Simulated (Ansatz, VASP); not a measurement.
# Si: VASP beside Ansatz

File INCAR:

```
PREC = Accurate
ENCUT = 520
EDIFF = 1E-7
ISMEAR = 0
SIGMA = 0.1
LREAL = False
LASPH = True
NELM = 60
ALGO = Normal
ISIF = 2
LWAVE = False
LCHARG = False
LDIPOL = True
IDIPOL = 3
DIPOL = 0.5 0.5 0.397
GGA = PE
IVDW = 12
NBANDS = 16
```

File KPOINTS:

```
regular mesh
0
Gamma
  9 9 1
```

POSCAR

```
Si
1.0
    3.8472023583      0.0000000000      0.0000000000
   -1.9236011791      3.3317749758      0.0000000000
    0.0000000000      0.0000000000     18.4446971457
Si
4
Direct
    0.3333333333      0.6666666667      0.2695814701
    0.6666666667      0.3333333333      0.2439725610
    0.4444444444      0.5555555556      0.5500061652
    0.7777777778      0.2222222222      0.5243972561
```

Input for Ansatz:

```yaml
crystal:
  lattice:
    - [3.8472023583, 0.0, 0.0]
    - [-1.9236011791, 3.3317749758, 0.0]
    - [0.0, 0.0, 18.4446971457]
  atoms:
    - { symbol: Si, position: [0.3333333333, 0.6666666667, 0.2695814701] }
    - { symbol: Si, position: [0.6666666667, 0.3333333333, 0.243972561] }
    - { symbol: Si, position: [0.4444444444, 0.5555555556, 0.5500061652] }
    - { symbol: Si, position: [0.7777777778, 0.2222222222, 0.5243972561] }
basis:
  ecutwfc: 420
kpoints:
  mp_grid: { grid: [9, 9, 1] }
hamiltonian:
  xc: pbe
  dispersion: d3bj
scf:
  occupations: { method: gaussian, width: 0.1 }
output:
  forces: true
  eigenvalues: true
  write_density: true
  write_potential: true
  elf: true
  volumetric_format: npy
efield:
  axis: 3
  dipole_correction: true
  ramp_width: 0.04
```

Alike in both runs: task single point; functional PBE; dispersion D3(BJ); k mesh 9 × 9 × 1; occupations gaussian, width 0.1 eV; no spin polarisation.

```csv
,VASP,Ansatz
version,VASP 6.6.1,Ansatz 0.2.0
potentials or method,"VASP PAW PBE potentials, release 64 (Si)","scalar-relativistic, plane waves, PAW"
plane-wave cutoff (eV),520,420
valence electrons in the cell,16,16
```

|  | VASP | Ansatz | Ansatz less VASP |
| --- | --- | --- | --- |
| gap on the k mesh at the Fermi level (eV) | 0.22 | 0.22 | 0.000 |
| least direct gap on the mesh (eV) | 0.22 | 0.22 | 0.000 |
| rms of the force components (eV/Å) | 0.031 | 0.033 | +0.0013 |

Atom by atom the forces differ by 0.004 eV/Å (rms over components). Ansatz warned: «xc_potential_rough_in_thin_density».
